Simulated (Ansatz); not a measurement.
Runs of Ansatz 0.2.0 on Al. The structure is cubic, space group Fm-3m (No. 225). The conventional cell has a = 4.050 Å, b = 4.050 Å, c = 4.050 Å, α = 90.00°, β = 90.00°, γ = 90.00°. Al (site symmetry m-3m) is surrounded by 12 Al at 2.86 Å. 

```tsv
task	level	potentials or basis	spin	fixed moment (μB)	cell	k mesh	cutoff (eV)	smearing	basis error allowed	other keys	pressure (GPa)
projected density of states	revPBE+D4	all-electron LAPW, scalar-relativistic	collinear, ferromagnetic start	-	as given	11 × 11 × 11	115	fermi-dirac 0.05 eV	0.002 eV/atom	-	-4.6
band structure	rPW86-PBE+D3(BJ)+ATM	all-electron LAPW, relativistic spinors	SOC, no magnetisation	-	cell strained at random	8 × 8 × 8	111	fermi-dirac 0.05 eV	0.003 eV/atom	hamiltonian.pseudopotentials.lapw.basis_error = 0.003	-3.9
single point	PBE	all-electron LAPW, scalar-relativistic	off	-	as given	8 × 8 × 8	115	fermi-dirac 0.03 eV	0.002 eV/atom	-	(a)
band structure	RPBE-LYP	all-electron PAW datasets made for the crystal	off	-	volume scaled by 1.25	11 × 11 × 11	120	gaussian 0.05 eV	-	-	-6.1
```

Q: Estimate the missing entries.

A: (a) -0.4.

Caveats: pairwise dispersion overbinds metals, which lowers pressure and volume (some runs); the k mesh is thin for a metal, which can move the energy by tens of meV per atom (some runs); the starting moments weren't kept (some runs).

The runs don't all hold the same shells in valence.
